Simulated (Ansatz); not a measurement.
**SnSe: relaxation and properties**

An exercise on one series of results from a longer session: the logs are not shown, and one member is left open.

Computed with Ansatz 0.2.0 (DFT PBE, scalar-relativistic, plane waves, PAW, unless a step's input says otherwise).

## The starting structure

The structure is cubic, space group Pm-3m (No. 221). Conventional cell: a = 3.182 Å, b = 3.182 Å, c = 3.182 Å, α = 90.00°, β = 90.00°, γ = 90.00°. Sn (site symmetry m-3m) has 8 Se at 2.76 Å as nearest neighbours. Around Se (site symmetry m-3m) lie 8 Sn at 2.76 Å.

Coordinates:

```
CELL_PARAMETERS angstrom
3.18210 0.00000 0.00000
0.00000 3.18210 0.00000
0.00000 0.00000 3.18210
ATOMIC_POSITIONS crystal
Sn 0.50000 0.50000 0.50000
Se 0.00000 0.00000 0.00000
```

Set-up of the first run:

(A quick probe on a coarse mesh, which set the mesh and smearing, is not shown.)

File input.yaml:

```yaml
crystal:
  lattice:
    - [3.1821, 0.0, 0.0]
    - [0.0, 3.1821, 0.0]
    - [0.0, 0.0, 3.1821]
  atoms:
    - { symbol: Sn, position: [0.5, 0.5, 0.5] }
    - { symbol: Se, position: [0.0, 0.0, 0.0] }
basis:
  ecutwfc: 420
kpoints:
  mp_grid: { grid: [6, 6, 6] }
hamiltonian:
  xc: pbe
scf:
  occupations: { method: gaussian, width: 0.1 }
output:
  forces: true
  stress: true
  eigenvalues: true
relax:
  adjacent_minimum: "off"
  f_tol: 0.05
  max_steps: 80
  cell: { stress_tol: 0.5 }
```

The run is started by

```console
> ansatz run input.yaml --threads 1 --pin off --max-ram 2560MiB --backend cpu --events-out ev --progress --plain --runs-dir out
```

Among the steps run: Coarse relaxation; Relaxing cell and atoms; Point at V/V0 = 0.97; The cell scaled to 1.03 of its volume; The cell scaled to 0.94 of its volume; Point at V/V0 = 1.06; The cell scaled to 0.91 of its volume; The cell scaled to 1.10 of its volume; The cell scaled to 0.88 of its volume.

One of the session's tables, all rows but one given; the rest of the session is left out.

It belongs to the step «Energy against volume». 

| volume (Å³/atom) | energy above the lowest point (meV/atom) | pressure (GPa) |
| --- | --- | --- |
| 21.921 | 70.3 | 8.36 |
| 22.668 | ? | ? |
| 23.416 | 15.3 | 3.55 |
| 24.163 | 3.5 | 1.58 |
| 24.910 | 0.0 | -0.03 |
| 25.658 | 3.3 | -1.40 |
| 26.405 | 12.6 | -2.59 |
| 27.401 | 32.9 | -3.90 |

Q: Estimate the row for volume (Å³/atom) = 22.668 from the others.

Worked estimate for «energy above the lowest point (meV/atom)». A straight line through the neighbours (21.921, 70.3) and (23.416, 15.3) gives 70.3 + (15.3 − 70.3) × (22.668 − 21.921) / (23.416 − 21.921) = 42.8; a parabola fitted to 3 rows on both sides gives 37.6.

**Answer.** energy above the lowest point (meV/atom): 37.2; pressure (GPa): 5.82. In «energy above the lowest point (meV/atom)» the line misses by +5.6 and the parabola by +0.4.
